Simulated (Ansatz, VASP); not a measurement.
# One calculation of NaI, two programs

```xyz
2
Lattice="0.0000 3.1398 3.2745 3.1398 0.0000 3.2745 3.1398 3.1398 0.0000" Properties=species:S:1:pos:R:3 pbc="T T T"
Na    0.0000    0.0000    0.0000
I     3.1398    3.1398    3.2745
```

Change from the starting cell: epitaxial_xy strain -2.8%.

Alike in both runs: task single point; functional r2SCAN; k mesh 8 × 8 × 8; no spin polarisation.

|  | VASP | Ansatz |
| --- | --- | --- |
| version | VASP 6.6.1 | Ansatz 0.2.0 |
| potentials or method | VASP PAW PBE potentials, release 64 (Na_pv, I) | plane waves, PAW |
| plane-wave cutoff (eV) | 520 | 500 |
| occupations | gaussian, width 0.01 eV | fixed |
| valence electrons in the cell | 14 | 26 |

```tsv
	VASP	Ansatz	Ansatz less VASP
gap on the k mesh at the Fermi level (eV)	4.57	4.56	-0.009
pressure (GPa)	0.8	0.9	+0.10
largest component of the traceless stress (GPa)	0.91	0.92	+0.016
```

The two sets of potentials don't hold the same shells in valence.

Caveats: the PAW data sets were made with another functional, which shifts forces and pressure a little (VASP); spin-orbit coupling is left out, which moves the levels of the heavy elements.
